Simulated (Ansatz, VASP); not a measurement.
## Au in VASP and in Ansatz

The input INCAR:

```
PREC     = Accurate       # precision mode
ENCUT    = 520            # plane-wave cutoff, eV
EDIFF    = 1E-6           # SCF threshold, eV
ISMEAR   = -1             # smearing method
SIGMA    = 0.1            # smearing width, eV
LREAL    = F              # projectors in reciprocal space
LASPH    = T              # aspherical terms in the spheres
NELM     = 80             # most SCF steps
ALGO     = Normal         # electronic algorithm
ISIF     = 2              # what is computed and relaxed
LWAVE    = F              # write WAVECAR
LCHARG   = T              # write CHGCAR
LELF     = T              # ELF
LVHAR    = T            
NBANDS   = 12             # bands
```

Contents of KPOINTS:

```
Automatic mesh
0
Gamma
  13 13 13
```

POSCAR

```
Au
1.0
    0.0000000000      2.0229622709      2.0229622709
    2.0229622709      0.0000000000      2.0229622709
    2.0229622709      2.0229622709      0.0000000000
Au
1
Direct
    0.0000000000      0.0000000000      0.0000000000
```

Input for Ansatz:

```yaml
crystal:
  lattice:
    - [0.0, 2.0229622709, 2.0229622709]
    - [2.0229622709, 0.0, 2.0229622709]
    - [2.0229622709, 2.0229622709, 0.0]
  atoms:
    - { symbol: Au, position: [0.0, 0.0, 0.0] }
hamiltonian:
  xc: lda
  pseudopotentials:
    kind: paw
    azcp:
      Au: "pseudopotentials/Au.paw.azcp"
basis:
  ecutwfc: 600
  fft_grid_basis: typed
kpoints:
  mp_grid: { grid: [13, 13, 13], shift: [0, 0, 0] }
magnetization:
  spin_polarized: false
scf:
  occupations: { method: fermi_dirac, width: 0.1 }
  lower_state_search: "off"
output:
  stress: true
```

Alike in both runs: task single point; functional LDA; k mesh 13 × 13 × 13; occupations fermi-dirac, width 0.1 eV; no spin polarisation.

|  | VASP | Ansatz |
| --- | --- | --- |
| version | VASP 6.6.1 | Ansatz 0.2.0 |
| potentials or method | VASP PAW LDA potentials, release 64 (Au) | plane waves (600 eV) with PAW, scalar-relativistic |
| plane-wave cutoff (eV) | 520 | 600 |
| valence electrons in the cell | 11 | 19 |

|  | VASP | Ansatz | Ansatz less VASP |
| --- | --- | --- | --- |
| pressure (GPa) | 0.5 | 0.0 | -0.51 |

The two sets of potentials don't hold the same shells in valence. Ansatz warned: «pseudo_functional_mismatch».

Spin-orbit coupling is left out, which matters for the levels of Au.
